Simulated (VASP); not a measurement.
# CaO (Fm-3m) in VASP: a series of runs, part 2 of 2

VASP 6.6.1. The steps go on from the part before.

## 4. Relaxation of cell and atoms, PBE, target pressure 50 GPa, at which the enthalpy is minimised

This run uses another cell than the first one, of 10.87 Å³/atom, 0.780 times its volume.

INCAR

```
SYSTEM = CaO
PREC = Accurate
ENCUT = 520
EDIFF = 1E-7
ISMEAR = 0
SIGMA = 0.1
LREAL = .FALSE.
LASPH = .TRUE.
NELM = 60
ALGO = Normal
ISIF = 3
LWAVE = .FALSE.
LCHARG = .FALSE.
GGA = PE
IBRION = 2
NSW = 80
EDIFFG = -0.002
PSTRESS = 500.0
```

KPOINTS

```
regular mesh
0
G
  4 4 4
  0 0 0
```

POSCAR

```
CaO                                     
1.0
    0.0000000000      2.2151193730      2.2151193730
    2.2151193730      0.0000000000      2.2151193730
    2.2151193730      2.2151193730     -0.0000000000
  Ca              O             
     1     1
Direct
     0.0000000000000000    0.0000000000000000    0.0000000000000000
     0.5000000000000000    0.5000000000000000    0.5000000000000000
```

The run is started by

```bash
$ cat potpaw_PBE.64/Ca_sv/POTCAR potpaw_PBE.64/O/POTCAR > POTCAR
$ mpirun -np 1 vasp_std > vasp.out
```

Wall time 4 s (1 thread of Intel Xeon 6975P-C (Granite Rapids), shared host); peak memory 0.14 GiB.

It converged, with:

```yaml
Free_energy: -11.9807 eV
Pressure_after_relaxing: 50.0 GPa
Band_gap_on_the_k_mesh: 3.38 eV, indirect (least direct gap 3.63 eV)
```

Final structure:
```yaml
crystal:
  lattice:
    - [0.00000, 2.21512, 2.21512]
    - [2.21512, 0.00000, 2.21512]
    - [2.21512, 2.21512, 0.00000]
  atoms:
    - { symbol: Ca, position: [0.00000, 0.00000, 0.00000] }
    - { symbol: O, position: [0.50000, 0.50000, 0.50000] }
```

Levels at points of the mesh, in eV from the valence-band top:
```csv
k point,band 5,band 6,band 7,band 8,band 9,band 10,band 11,band 12
"(0.00, 0.00, 0.00)",-16.01,0.00,0.00,0.00,6.71,6.71,6.71,7.00
"(0.50, 0.00, 0.00)",-13.46,-3.27,-1.81,-1.81,8.21,9.68,9.68,10.52
"(0.50, 0.50, 0.00)",-15.89,-1.01,-0.25,-0.25,3.38,10.01,10.28,11.22
```

Caveat: the k mesh is coarse (spacing up to 0.61 Å⁻¹), so the values aren't converged; the relaxation stopped at its first step, so nothing moved; the cell is relaxed towards a set pressure, so the enthalpy falls and the energy may rise. A hybrid or GW would open this gap; PBE tends to underestimate it.

## 5. Relaxation of cell and atoms, PBE, target pressure 30 GPa, at which the enthalpy is minimised

This run uses another cell than the first one, of 10.87 Å³/atom, 0.780 times its volume.

Changes to INCAR since step 4:

```diff
@@ -17,2 +17,2 @@
 EDIFFG = -0.002
-PSTRESS = 500.0
+PSTRESS = 300.0
```

KPOINTS is that of step 4.

Changes to POSCAR since step 4:

```diff
@@ -4,3 +4,3 @@
     2.2151193730      0.0000000000      2.2151193730
-    2.2151193730      2.2151193730     -0.0000000000
+    2.2151193730      2.2151193730      0.0000000000
   Ca              O
```

The run is started by

```bash
$ cat potpaw_PBE.64/Ca_sv/POTCAR potpaw_PBE.64/O/POTCAR > POTCAR
$ mpirun -np 1 vasp_std > vasp.out
```

Run time: 29 s. Hardware: 1 thread of Intel Xeon 6975P-C (Granite Rapids), shared host; peak memory 0.14 GiB.

Results (log left out):

```
Free energy                                            : -12.4065 eV
Relaxed volume                                         : 11.73 Å³/atom
Relaxed cell                                           : a = 3.214 Å, b = 3.214 Å, c = 3.214 Å, α = 60.00°, β = 60.00°, γ = 60.00°
Space group after relaxing (to 0.05 Å)                 : Fm-3m (No. 225)
Energy change on relaxing (the enthalpy is what falls) : -212.9 meV/atom
Ionic steps                                            : 16
Pressure after relaxing                                : 30.0 GPa
Band gap on the k mesh                                 : 3.50 eV, indirect (least direct gap 3.81 eV)
```

Step by step:
```csv
step,energy change (eV),largest force (eV/Å),pressure (GPa),volume (Å³)
1,0.0000,0.0000,50.02,21.74
2,-0.7511,0.0000,8.69,26.30
3,-0.4358,0.0000,29.48,23.52
4,-0.4266,0.0000,29.96,23.47
5,-0.4199,0.0000,30.31,23.44
6,-0.4201,0.0000,30.31,23.44
7,-0.4208,0.0000,30.27,23.44
8,-0.4208,0.0000,30.27,23.44
9,-0.4208,0.0000,30.27,23.44
10,-0.4208,0.0000,30.27,23.44
11,-0.4209,0.0000,30.27,23.44
12,-0.4211,0.0000,30.27,23.44
13,-0.4214,0.0000,30.25,23.44
14,-0.4220,0.0000,30.20,23.45
15,-0.4233,0.0000,30.14,23.45
16,-0.4258,0.0000,30.02,23.47
```

Final structure:
```xyz
2
Lattice="0.0000 2.2724 2.2724 2.2724 0.0000 2.2724 2.2724 2.2724 0.0000" Properties=species:S:1:pos:R:3 pbc="T T T"
Ca    0.0000    0.0000    0.0000
O     2.2724    2.2724    2.2724
```

Levels at points of the mesh, in eV from the valence-band top:
```csv
k point,band 4,band 5,band 6,band 7,band 8,band 9,band 10,band 11,band 12
"(0.00, 0.00, 0.00)",-17.62,-15.86,0.00,0.00,0.00,6.21,6.58,6.58,6.58
"(0.50, 0.00, 0.00)",-17.70,-13.81,-3.06,-1.59,-1.59,7.84,9.27,9.27,9.86
"(0.50, 0.50, 0.00)",-18.02,-15.68,-1.15,-0.31,-0.31,3.50,9.36,9.84,10.68
```

Caveat: the k mesh is coarse (spacing up to 0.61 Å⁻¹), so the values aren't converged; the cell is relaxed towards a set pressure, so the enthalpy falls and the energy may rise. Zero-point motion and thermal expansion aren't in these numbers.

## 6. Relaxation of cell and atoms, PBE, target pressure 30 GPa, at which the enthalpy is minimised

This run uses another cell than the first one, of 11.73 Å³/atom, 0.842 times its volume.

INCAR is that of step 5.

KPOINTS is that of step 5.

POSCAR

```
CaO                                     
1.0
    0.0000000000      2.2723851251      2.2723851251
    2.2723851251      0.0000000000      2.2723851251
    2.2723851251      2.2723851251     -0.0000000000
  Ca              O             
     1     1
Direct
     0.0000000000000000    0.0000000000000000    0.0000000000000000
     0.5000000000000000    0.5000000000000000    0.5000000000000000
```

Potentials or basis: VASP PAW PBE potentials, release 64 (Ca_sv, O).

The run is started by

```bash
$ cat potpaw_PBE.64/Ca_sv/POTCAR potpaw_PBE.64/O/POTCAR > POTCAR
$ mpirun -np 1 vasp_std > vasp.out
```

Wall time 7.9 s (1 thread of Intel Xeon 6975P-C (Granite Rapids), shared host); peak memory 0.13 GiB.

The run converged. Its results:

* Free energy: -12.4115 eV
* Relaxed volume: 11.74 Å³/atom
* Relaxed cell: a = 3.214 Å, b = 3.214 Å, c = 3.214 Å, α = 60.00°, β = 60.00°, γ = 60.00°
* Space group after relaxing (to 0.05 Å): Fm-3m (No. 225)
* Energy change on relaxing (the enthalpy is what falls): -1.0 meV/atom
* Ionic steps: 3
* Pressure after relaxing: 30.0 GPa
* Band gap on the k mesh: 3.50 eV, indirect (least direct gap 3.81 eV)

The path:
| step | energy change (eV) | largest force (eV/Å) | pressure (GPa) | volume (Å³) |
| --- | --- | --- | --- | --- |
| 1 | 0.0000 | 0.0000 | 30.11 | 23.47 |
| 2 | -0.0049 | 0.0000 | 29.87 | 23.49 |
| 3 | -0.0020 | 0.0000 | 30.00 | 23.48 |

Final structure:
```
Ca O
1.0
     0.00000    2.27272    2.27272
     2.27272    0.00000    2.27272
     2.27272    2.27272    0.00000
Ca O
1 1
Direct
  0.00000 0.00000 0.00000
  0.50000 0.50000 0.50000
```

Levels at points of the mesh, in eV from the valence-band top:
```
           k point  band 6  band 7  band 8  band 9  band 10  band 11
(0.00, 0.00, 0.00)    0.00    0.00    0.00    6.21     6.58     6.58
(0.50, 0.00, 0.00)   -3.06   -1.59   -1.59    7.84     9.26     9.26
(0.50, 0.50, 0.00)   -1.15   -0.31   -0.31    3.50     9.35     9.84
```

Caveat: the k mesh is coarse (spacing up to 0.60 Å⁻¹), so the values aren't converged; the cell is relaxed towards a set pressure, so the enthalpy falls and the energy may rise. A k mesh can miss the band edges.
